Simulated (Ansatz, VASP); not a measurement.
**SiC in VASP and in Ansatz**

The input INCAR:

```
PREC = Accurate
ENCUT = 520
EDIFF = 1E-8
ISMEAR = -1
SIGMA = 0.02
LREAL = F
LASPH = T
NELM = 100
ALGO = Normal
ISIF = 2
LWAVE = F
LCHARG = F
GGA = PE
LEFG = T
NBANDS = 16
```

KPOINTS

```
regular mesh
0
Gamma
  10 10 6
```

File POSCAR:

```
SiC
1.0
    3.0735139282      0.0000000000      0.0000000000
   -1.5367569641      2.6617411407      0.0000000000
    0.0000000000      0.0000000000      5.0452477100
Si C
2 2
Direct
    0.3333333333      0.6666666667      0.4996024000
    0.6666666667      0.3333333333      0.9996024000
    0.3333333333      0.6666666667      0.8753976000
    0.6666666667      0.3333333333      0.3753976000
```

Input for Ansatz:

```yaml
crystal:
  lattice:
    - [3.0735139282, 0.0, 0.0]
    - [-1.5367569641, 2.6617411407, 0.0]
    - [0.0, 0.0, 5.04524771]
  atoms:
    - { symbol: Si, position: [0.3333333333, 0.6666666667, 0.4996024] }
    - { symbol: Si, position: [0.6666666667, 0.3333333333, 0.9996024] }
    - { symbol: C, position: [0.3333333333, 0.6666666667, 0.8753976] }
    - { symbol: C, position: [0.6666666667, 0.3333333333, 0.3753976] }
kpoints:
  mp_grid: { grid: [10, 10, 6] }
scf:
  occupations: { method: fermi_dirac, width: 0.02 }
hamiltonian:
  xc: pbe
  pseudopotentials: { kind: paw }
output:
  forces: true
  stress: true
  populations: true
  efg: { contact_densities: true }
  write_density: true
  write_potential: true
  elf: true
  volumetric_format: npy
```

The cell is a database's computed one.

Alike in both runs: task electric field gradients; functional PBE; k mesh 10 × 10 × 6; occupations fermi-dirac, width 0.02 eV; no spin polarisation.

|  | VASP | Ansatz |
| --- | --- | --- |
| version | VASP 6.6.1 | Ansatz 0.2.0 |
| potentials or method | VASP PAW PBE potentials, release 64 (Si, C) | plane-wave PAW, scalar-relativistic |
| plane-wave cutoff (eV) | 520 | 420 |
| valence electrons in the cell | 16 | 16 |

```csv
,VASP,Ansatz,Ansatz less VASP
gap on the k mesh at the Fermi level (eV),2.43,2.43,+0.003
pressure (GPa),3.9,3.9,+0.05
largest component of the traceless stress (GPa),0.13,0.14,+0.008
Vzz of the field gradient on the site that differs most (V/Å²),3.4,3.2,-0.20
```

A k mesh can miss the band edges.
